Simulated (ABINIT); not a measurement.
Here is an ABINIT 10.8.3 (patched build) calculation.

run.abi

```
ndtset 2

pp_dirpath "./"
pseudos "N.GGA_PBE-JTH.xml, B.GGA_PBE-JTH.xml"

acell 3*1.0
rprim
     0.0000000000     3.4260753537     3.4260753537
     3.4260753537     0.0000000000     3.4260753537
     3.4260753537     3.4260753537     0.0000000000
ntypat 2
znucl 7 5
natom 2
typat 1 2
xcart
     0.9065005000     0.9065005000     0.9065005000
     0.0000000000     0.0000000000     0.0000000000 Angstrom

ecut 843.552974 eV
pawecutdg 53.0
pawxcdev 0

ixc -106131

occopt 3
tsmear 0.05 eV

nstep 100

iomode 3
prtwf 0
prteig 0
prtebands 0
enunit 1
prtden1 1

kptopt1 1
ngkpt1 13 13 13
nshiftk1 1
shiftk1 0.0 0.0 0.0
nband1 8
tolvrs1 1.0e-9

iscf2 -2
getden2 1
nband2 14
nbdbuf2 4
tolwfr2 1.0e-11
kptopt2 -9
ndivsm2 8
prteig2 1
kptbounds2
     0.0000000000     0.0000000000     0.0000000000
     0.5000000000     0.0000000000     0.5000000000
     0.5000000000     0.2500000000     0.7500000000
     0.3750000000     0.3750000000     0.7500000000
     0.0000000000     0.0000000000     0.0000000000
     0.5000000000     0.5000000000     0.5000000000
     0.6250000000     0.2500000000     0.6250000000
     0.5000000000     0.2500000000     0.7500000000
     0.5000000000     0.5000000000     0.5000000000
     0.3750000000     0.3750000000     0.7500000000
```

Potentials or basis: JTH PAW PBE v2.0.

The run is started by

```bash
$ abinit run.abi > log 2>&1
```

Task: Predict the pressure.

Result: 5.8 GPa.

Task: What does it give for the band gap on the k mesh?

Result: 4.93 eV, indirect (least direct gap 8.87 eV).

Levels at the corners of the path, in eV from the valence-band top:
| point | band 2 | band 3 | band 4 | band 5 | band 6 | band 7 |
| --- | --- | --- | --- | --- | --- | --- |
| Γ | 0.00 | 0.00 | 0.00 | 8.87 | 8.87 | 8.87 |
| X | -8.69 | -4.78 | -4.78 | 4.86 | 9.47 | 17.77 |
| W | -7.42 | -6.74 | -6.28 | 9.86 | 13.33 | 14.58 |
| K | -7.93 | -7.41 | -3.97 | 7.23 | 12.99 | 15.74 |
| Γ | 0.00 | 0.00 | 0.00 | 8.87 | 8.87 | 8.87 |
| L | -10.39 | -1.90 | -1.90 | 10.25 | 10.81 | 10.81 |
| U | -7.93 | -7.41 | -3.97 | 7.23 | 12.99 | 15.74 |
| W | -7.42 | -6.74 | -6.28 | 9.86 | 13.33 | 14.58 |
| L | -10.39 | -1.90 | -1.90 | 10.25 | 10.81 | 10.81 |
| K | -7.93 | -7.41 | -3.97 | 7.23 | 12.99 | 15.74 |

Caveat: the PAW data sets were made with another functional, which shifts forces and pressure a little.

**The experiment to reproduce.**

A printed reference work, monograph reports, for a bulk crystal of BN at 300 K: band gap 6.4 eV (indirect).

A measured gap of BN is 6.4 eV (indirect; 300 K; a printed reference work, monograph); the calculated 4.86 eV misses it by -1.54 eV. The value is that of BLYP, without temperature or zero-point motion. Semilocal functionals fall short of measured gaps as a rule. The cell is a database's relaxed one, not the measured one, which moves gaps too.
